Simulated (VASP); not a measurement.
# Al26H (a cell with a defect) in VASP: relaxation of the atoms with PBE

Aim: the relaxation of the atoms of Al26H (a cell with a defect) with PBE.

Program: VASP 6.6.1. These are calculated values, not measurements. Logs are shortened: lines on timing, memory, paths and dates and some standing lists are left out, and cuts for length are marked.

### 1 The crystal as given

The cell holds a defect, 27 atoms: a = 8.569 Å, b = 8.569 Å, c = 8.569 Å, α = 60.00°, β = 60.00°, γ = 60.00°.

### 2 Relaxation of the atoms, PBE

Contents of INCAR:

```
SYSTEM = Al26H
ALGO = Normal ; EDIFF = 1E-6
EDIFFG = -0.025 ; ENCUT = 450
GGA = PE ; IBRION = 2
ICORELEVEL = 1 ; ISIF = 2
ISMEAR = 1 ; ISYM = 0
LASPH = .True. ; LCHARG = .False.
LREAL = Auto ; LUSENCCL = .False.
LWAVE = .False. ; NELM = 80
NSW = 70 ; PREC = Normal
SIGMA = 0.1
```

Contents of KPOINTS:

```
k-points
0
Gamma
  4 4 4
  0 0 0
```

Contents of POSCAR:

```
Al26H
1.0
   -6.0589230000      0.0000000000      6.0589230000
   -6.0589230000     -6.0589230000      0.0000000000
    0.0000000000     -6.0589230000      6.0589230000
Al H
26 1
Direct
    0.0000000000      0.3333333300      0.0000000000
    0.0000000000      0.0000000000      0.0000000000
    0.0000000000      0.6666666700      0.3333333300
    0.0000000000      0.3333333300      0.3333333300
    0.0000000000      0.0000000000      0.3333333300
    0.0000000000      0.6666666700      0.6666666700
    0.0000000000      0.3333333300      0.6666666700
    0.0000000000      0.0000000000      0.6666666700
    0.3333333300      0.6666666700      0.0000000000
    0.3333333300      0.3333333300      0.0000000000
    0.3333333300      0.0000000000      0.0000000000
    0.3333333300      0.6666666700      0.3333333300
    0.3333333300      0.3333333300      0.3333333300
    0.3333333300      0.0000000000      0.3333333300
    0.3333333300      0.6666666700      0.6666666700
    0.3333333300      0.3333333300      0.6666666700
    0.3333333300      0.0000000000      0.6666666700
    0.6666666700      0.6666666700      0.0000000000
    0.6666666700      0.3333333300      0.0000000000
    0.6666666700      0.0000000000      0.0000000000
    0.6666666700      0.6666666700      0.3333333300
    0.6666666700      0.3333333300      0.3333333300
    0.6666666700      0.0000000000      0.3333333300
    0.6666666700      0.6666666700      0.6666666700
    0.6666666700      0.3333333300      0.6666666700
    0.6666666700      0.0000000000      0.6666666700
    0.0000000000      0.5107249800      0.0000000000
```

Potentials or basis: VASP PAW PBE potentials, release 64 (Al, H).

Run with:

```
cat potpaw_PBE.64/Al/POTCAR potpaw_PBE.64/H/POTCAR > POTCAR
mpirun -np 1 vasp_std > vasp.out
```

OUTCAR:

```text
SYSTEM = Al26H
   EDIFF = 1E-6
   EDIFFG = -0.025
   ENCUT = 450
   GGA = PE
   IBRION = 2
   ISIF = 2
   ISMEAR = 1
   ISYM = 0
   LASPH = .True.
   LREAL = Auto
   NELM = 80
   NSW = 70
   PREC = Normal

 ion  position               nearest neighbor table
   1  0.000  0.333  0.000-  27 1.52   4 2.86   5 2.86   7 2.86  10 2.86  11 2.86  16 2.86  19 2.86
                            22 2.86   2 2.86  18 2.86   6 2.86
   2  0.000  0.000  0.000-   1 2.86   3 2.86   5 2.86   7 2.86   8 2.86   9 2.86  11 2.86  17 2.86
                            19 2.86  20 2.86  23 2.86
   3  0.000  0.667  0.333-   2 2.86   5 2.86   9 2.86  12 2.86  21 2.86  23 2.86  13 2.86  24 2.86
                             4 2.86   6 2.86   7 2.86
   4  0.000  0.333  0.333-   1 2.86   5 2.86  10 2.86  13 2.86  14 2.86  22 2.86  21 2.86   8 2.86
                            25 2.86   7 2.86   3 2.86
   5  0.000  0.000  0.333-   1 2.86   2 2.86   3 2.86   4 2.86  11 2.86  12 2.86  14 2.86  22 2.86
                            23 2.86   6 2.86  26 2.86   8 2.86
   6  0.000  0.667  0.667-   8 2.86  15 2.86  18 2.86  24 2.86  26 2.86  16 2.86   1 2.86  12 2.86
                             5 2.86   7 2.86   3 2.86
   7  0.000  0.333  0.667-   1 2.86   2 2.86   8 2.86  16 2.86  17 2.86  19 2.86  25 2.86  24 2.86
                            13 2.86   4 2.86   6 2.86   3 2.86
   8  0.000  0.000  0.667-   2 2.86   6 2.86   7 2.86  15 2.86  17 2.86  20 2.86  25 2.86  26 2.86
                            14 2.86   4 2.86   5 2.86
   9  0.333  0.667  0.000-   2 2.86   3 2.86  11 2.86  12 2.86  15 2.86  17 2.86  13 2.86  24 2.86
[... 20 lines left out ...]
                            13 2.86  18 2.86  10 2.86   9 2.86
  20  0.667  0.000  0.000-   2 2.86   8 2.86  18 2.86  19 2.86  21 2.86  23 2.86  25 2.86  26 2.86
                            10 2.86  14 2.86  11 2.86
  21  0.667  0.667  0.333-   3 2.86  18 2.86  20 2.86  23 2.86  14 2.86   4 2.86  15 2.86  22 2.86
                            12 2.86  24 2.86  25 2.86
  22  0.667  0.333  0.333-   1 2.86   4 2.86   5 2.86  19 2.86  23 2.86  18 2.86  26 2.86  13 2.86
                            21 2.86  16 2.86  25 2.86  12 2.86
  23  0.667  0.000  0.333-   2 2.86   3 2.86   5 2.86  19 2.86  20 2.86  21 2.86  22 2.86  13 2.86
                            24 2.86  17 2.86  14 2.86  26 2.86
  24  0.667  0.667  0.667-   6 2.86  18 2.86  26 2.86   9 2.86  17 2.86   3 2.86  19 2.86  23 2.86
                             7 2.86  15 2.86  25 2.86  21 2.86
  25  0.667  0.333  0.667-   7 2.86   8 2.86  19 2.86  20 2.86  26 2.86  10 2.86   4 2.86  16 2.86
                            21 2.86  22 2.86  24 2.86  15 2.86
  26  0.667  0.000  0.667-   6 2.86   8 2.86  18 2.86  20 2.86  24 2.86  25 2.86  11 2.86  22 2.86
                            16 2.86   5 2.86  17 2.86  23 2.86
  27  0.000  0.511  0.000-   1 1.52

IMPORTANT INFORMATION: All symmetrisations will be switched off!
NOSYMM: (Re-)initialisation of all symmetry stuff for point group C_1.

----------------------------------------------------------------------------------------

                                     Primitive cell

  volume of cell :     444.8528

  direct lattice vectors                    reciprocal lattice vectors
    -6.058923000  0.000000000  6.058923000    -0.082522917  0.082522917  0.082522917
    -6.058923000 -6.058923000  0.000000000    -0.082522917 -0.082522917 -0.082522917
     0.000000000 -6.058923000  6.058923000     0.082522917 -0.082522917  0.082522917

  length of vectors
     8.568611080  8.568611080  8.568611080     0.142933885  0.142933885  0.142933885

  position of ions in fractional coordinates (direct lattice)
     0.000000000  0.333333330  0.000000000
     0.000000000  0.000000000  0.000000000
     0.000000000  0.666666670  0.333333330
     0.000000000  0.333333330  0.333333330
     0.000000000  0.000000000  0.333333330
     0.000000000  0.666666670  0.666666670
[... 19 lines left out ...]
     0.666666670  0.000000000  0.666666670
     0.000000000  0.510724980  0.000000000

  ion indices of the primitive-cell ions
   primitive index   ion index
                 1           1
                 2           2
                 3           3
                 4           4
                 5           5
                 6           6
[... 19 lines left out ...]
                26          26
                27          27

----------------------------------------------------------------------------------------

 KPOINTS: k-points

Automatic generation of k-mesh.
 Grid dimensions read from file:
 generate k-points for:    4    4    4

 Generating k-lattice:

  Cartesian coordinates                     Fractional coordinates (reciprocal lattice)
    -0.020630729  0.020630729  0.020630729     0.250000000  0.000000000  0.000000000
    -0.020630729 -0.020630729 -0.020630729     0.000000000  0.250000000  0.000000000
     0.020630729 -0.020630729  0.020630729     0.000000000  0.000000000  0.250000000

  Length of vectors
     0.035733471  0.035733471  0.035733471

  Shift w.r.t. Gamma in fractional coordinates (k-lattice)
     0.000000000  0.000000000  0.000000000

 Subroutine IBZKPT returns following result:
 ===========================================

 Found     36 irreducible k-points:

 Following reciprocal coordinates:
            Coordinates               Weight
  0.000000  0.000000  0.000000      1.000000
  0.250000  0.000000  0.000000      2.000000
  0.000000  0.250000  0.000000      2.000000
  0.000000  0.000000  0.250000      2.000000
  0.250000  0.250000  0.250000      2.000000
  0.500000  0.000000  0.000000      1.000000
[... 16 lines left out ...]
  0.250000  0.500000  0.500000      2.000000
  0.500000  0.000000  0.250000      2.000000
 [... further k-points ...]
   k-points           NKPTS =     36   k-points in BZ     NKDIM =     36   number of bands    NBANDS=     53
   number of dos      NEDOS =    301   number of ions     NIONS =     27
   total plane-waves  NPLWV = 110592
   dimension x,y,z NGX =    48 NGY =   48 NGZ =   48
   dimension x,y,z NGXF=    96 NGYF=   96 NGZF=   96
   ions per type =              26   1
   NGX,Y,Z   is equivalent  to a cutoff of   9.31,  9.31,  9.31 a.u.
   NGXF,Y,Z  is equivalent  to a cutoff of  18.63, 18.63, 18.63 a.u.
 SYSTEM =  Al26H
   PREC   = normal    normal or accurate (medium, high low for compatibility)
   ISTART =      0    job   : 0-new  1-cont  2-samecut
   ICHARG =      2    charge: 1-file 2-atom 10-const
   ISPIN  =      1    spin polarized calculation?
   LNONCOLLINEAR =      F non collinear calculations
   LSORBIT =      F    spin-orbit coupling
   LASPH  =      T    aspherical Exc in radial PAW
   ENCUT  =  450.0 eV  33.07 Ry    5.75 a.u.  14.82 14.82 14.82*2*pi/ulx,y,z
   NELM   =     80;   NELMIN=  2; NELMDL= -5     # of ELM steps
   EDIFF  = 0.1E-05   stopping-criterion for ELM
   LREAL  =      T    real-space projection
   EDIFFG = -.3E-01   stopping-criterion for IOM
   NSW    =     70    number of steps for IOM
   IBRION =      2    ionic relax: 0-MD 1-quasi-New 2-CG
   NFREE  =      1    steps in history (QN), initial steepest desc. (CG)
   ISIF   =      2    stress and relaxation
   ISYM   =      0    0-nonsym 1-usesym 2-fastsym
   POTIM  = 0.5000    time-step for ionic-motion
   TEBEG  =    0.0;   TEEND  =   0.0 temperature during run
   PSTRESS=    0.0 pullay stress
   NELECT =      79.0000    total number of electrons
   NUPDOWN=      -1.0000    fix difference up-down
   EMIN   =  10.00;   EMAX   =-10.00  energy-range for DOS
   EFERMI =   0.00;   METHOD = LEGACY
   ISMEAR =     1;   SIGMA  =   0.10  broadening in eV -4-tet -1-fermi 0-gaus
   EFERMI_NEDOS =   21; number of points for ismear=-14 and -15
   IALGO  =     38    algorithm
   IMIX   =      4    mixing-type and parameters
     AMIX     =   0.40;   BMIX     =  1.00
     AMIX_MAG =   1.60;   BMIX_MAG =  1.00
  volume/ion in A,a.u.               =      16.48       111.19
  Fermi-wavevector in a.u.,A,eV,Ry     =   0.920192  1.738911 11.520777  0.846753
  Thomas-Fermi vector in A             =   2.045470
   LORBIT       =      0    0 simple, 1 ext, 2 COOP (PROOUT), +10 PAW based schemes
   GGA     = PE    functional components
   LHFCALC =     F    Hartree Fock is set to
   AEXX    =    0.0000 exact exchange contribution
   IVDW    =     0    specifies the selected vdW correction
   LEPSILON=     F    determine dielectric tensor
   LRPA    =     F    only Hartree local field effects (RPA)
 conjugate gradient relaxation of ions
 non-spin polarized calculation
 Methfessel and Paxton  Order N= 1 SIGMA  =   0.10
  energy-cutoff  :      450.00
  volume of cell :      444.85
 maximum number of plane-waves:      9684
   NGX = 29   NGY = 29   NGZ = 29

--------------------------------------- Ionic step        1  -------------------------------------------

 number of electron      78.9999997 magnetization

 Free energy of the ion-electron system (eV)
  ---------------------------------------------------
  ext. energy  EPLUGINS =         0.00000000
  ---------------------------------------------------
  free energy    TOTEN  =       -99.27795662 eV

  energy without entropy =      -99.27231013  energy(sigma->0) =      -99.27607446

------------------------ aborting loop because EDIFF is reached ----------------------------------------

  FORCE on cell =-STRESS in cart. coord.  units (eV):
  Direction    XX          YY          ZZ          XY          YZ          ZX
  --------------------------------------------------------------------------------------
  -------------------------------------------------------------------------------------
  Total        0.7794515      0.7794499     -1.1127085      1.5557252     -0.0001249     -0.0001250
  in kB        2.8072648      2.8072589     -4.0075200      5.6030845     -0.0004498     -0.0004502
  external PRESSURE =       0.5356679 kB  Pullay stress =       0.0000000 kB
[... 475 lines left out ...]
--------------------------------------- Ionic step        9  -------------------------------------------

 number of electron      78.9999996 magnetization

 Free energy of the ion-electron system (eV)
  ---------------------------------------------------
  ext. energy  EPLUGINS =         0.00000000
  ---------------------------------------------------
  free energy    TOTEN  =       -99.50388801 eV

  energy without entropy =      -99.49778010  energy(sigma->0) =      -99.50185204

 the core state eigenenergies are
   1-  1s  -1498.5268  2s    -95.7797  2p    -57.2371
   2-  1s  -1498.5537  2s    -95.7819  2p    -57.2413
   3-  1s  -1498.5493  2s    -95.7772  2p    -57.2367
   4-  1s  -1498.6656  2s    -95.8633  2p    -57.3245
   5-  1s  -1498.5515  2s    -95.7838  2p    -57.2429
   6-  1s  -1498.6655  2s    -95.8633  2p    -57.3245
[... 18 lines left out ...]
  25-  1s  -1498.5672  2s    -95.7989  2p    -57.2580
  26-  1s  -1498.6092  2s    -95.8279  2p    -57.2877
  27-

 E-fermi :   7.5125     XC(G=0): -10.0674

 val. band max:        7.5066139588   @ k =   0.5000   0.2500  -0.2500
 cond. band min:       7.5140311590   @ k =   0.2500   0.0000   0.2500
 fundamental gap:      0.0074172001
 Fermi energy:         7.5124714855

 k-point     1 :       0.0000    0.0000    0.0000
  band No.  band energies     occupation
      1      -3.3991      2.00000
      2      -0.6787      2.00000
      3      -0.4972      2.00000
      4      -0.4626      2.00000
      5      -0.4582      2.00000
      6      -0.4570      2.00000
[... 1285 lines left out ...]
     50       9.3387     -0.00000
     51       9.7796      0.00000

 [... further k-points ...]

 [bands above 51 left out]

------------------------ aborting loop because EDIFF is reached ----------------------------------------

  FORCE on cell =-STRESS in cart. coord.  units (eV):
  Direction    XX          YY          ZZ          XY          YZ          ZX
  --------------------------------------------------------------------------------------
  -------------------------------------------------------------------------------------
  Total       -0.8783751     -0.8783752     -1.2676200      0.2459994     -0.0001285     -0.0001288
  in kB       -3.1635472     -3.1635476     -4.5654477      0.8859890     -0.0004628     -0.0004638
  external PRESSURE =      -3.6308475 kB  Pullay stress =       0.0000000 kB
[... 42 lines left out ...]
  FREE ENERGIE OF THE ION-ELECTRON SYSTEM (eV)
  ---------------------------------------------------
  free  energy   TOTEN  =       -99.5038880126 eV

  energy  without entropy=      -99.4977800963  energy(sigma->0) =      -99.50185204

 reached required accuracy - stopping structural energy minimisation
```

Run time: 36 min. Hardware: 1 × NVIDIA H100 80GB with 1 thread of AMD EPYC 7R13 (Zen 3), shared host; peak memory 1.6 GiB.

Results:

| Item | Value |
| --- | --- |
| Free energy | -99.5039 eV |
| Energy gained by relaxing | 8.4 meV/atom |
| Ionic steps | 9 |
| Pressure after relaxing | -0.4 GPa |
| Largest force after relaxing | 0.014 eV/Å |
| Band gap on the k mesh | none (metal or under the smearing width) |

Forces on the atoms (eV/Å):
```
Al   0.009  0.009  0.000
Al  -0.001 -0.001  0.000
Al   0.003 -0.003  0.003
Al   0.000 -0.005 -0.006
Al   0.001  0.007 -0.003
Al  -0.005  0.000  0.006
Al   0.007  0.001  0.003
Al  -0.003  0.003 -0.003
Al  -0.003  0.003  0.003
Al  -0.005  0.000 -0.006
Al   0.007  0.001 -0.003
Al   0.000  0.000 -0.006
Al  -0.001 -0.001 -0.002
Al   0.003  0.003 -0.013
Al  -0.005 -0.004  0.000
Al   0.002 -0.010  0.000
Al   0.002  0.003  0.000
Al   0.000 -0.005  0.006
Al   0.001  0.007  0.003
Al   0.003 -0.003 -0.003
Al  -0.004 -0.005  0.000
Al  -0.010  0.002  0.000
Al   0.003  0.002  0.000
Al   0.003  0.003  0.013
Al   0.000  0.000  0.006
Al  -0.001 -0.001  0.002
H   -0.002 -0.002  0.000
```

The path:
| step | energy change (eV) | largest force (eV/Å) | pressure (GPa) |
| --- | --- | --- | --- |
| 1 | 0.0000 | 2.2474 | 0.05 |
| 2 | -0.1977 | 0.3391 | -0.29 |
| 3 | -0.1977 | 0.3381 | -0.29 |
| 4 | -0.2090 | 0.2449 | -0.30 |
| 5 | -0.2218 | 0.0773 | -0.35 |
| 6 | -0.2224 | 0.0583 | -0.36 |
| 7 | -0.2239 | 0.0445 | -0.36 |
| 8 | -0.2254 | 0.0359 | -0.36 |
| 9 | -0.2259 | 0.0136 | -0.36 |

Final structure:
```xyz
27
Lattice="-6.0589 0.0000 6.0589 -6.0589 -6.0589 0.0000 0.0000 -6.0589 6.0589" Properties=species:S:1:pos:R:3 pbc="T T T"
Al   -1.9552   -1.9552    0.0000
Al   -5.9925   -5.9925    0.0000
Al  -10.0865   -6.0397    8.0639
Al   -8.0815   -4.0585    8.0559
Al   -0.0116   -2.0224    2.0130
Al   -4.0585   -8.0815    4.0620
Al   -8.0814   -6.0705   10.1048
Al   -6.0397  -10.0865    4.0539
Al   -6.0397  -10.0865    8.0639
Al   -4.0585   -8.0815    8.0559
Al   -2.0224   -0.0116    2.0130
Al   -6.0571   -6.0571    4.0261
Al   -4.0334   -4.0334    4.0283
Al   -2.0379   -2.0379    4.0319
Al   -6.0606   -8.0863    6.0589
Al   -4.0412   -6.0492    6.0589
Al   -2.0164   -4.0512    6.0589
Al   -8.0815   -4.0585    4.0620
Al   -6.0705   -8.0814   10.1048
Al  -10.0865   -6.0397    4.0539
Al   -8.0863   -6.0606    6.0589
Al   -6.0492   -4.0412    6.0589
Al   -4.0512   -2.0164    6.0589
Al   -8.0968   -8.0968    8.0859
Al   -6.0571   -6.0571    8.0917
Al  -10.0923  -10.0923    8.0895
H    -9.2416   -9.2416   12.1178
```

Core levels (eV, on the scale of the bands):
```tsv
atom	levels
1 Al	1s -1498.5, 2s -95.8, 2p -57.2
2 Al	1s -1498.6, 2s -95.8, 2p -57.2
3 Al	1s -1498.5, 2s -95.8, 2p -57.2
4 Al	1s -1498.7, 2s -95.9, 2p -57.3
5 Al	1s -1498.6, 2s -95.8, 2p -57.2
6 Al	1s -1498.7, 2s -95.9, 2p -57.3
```
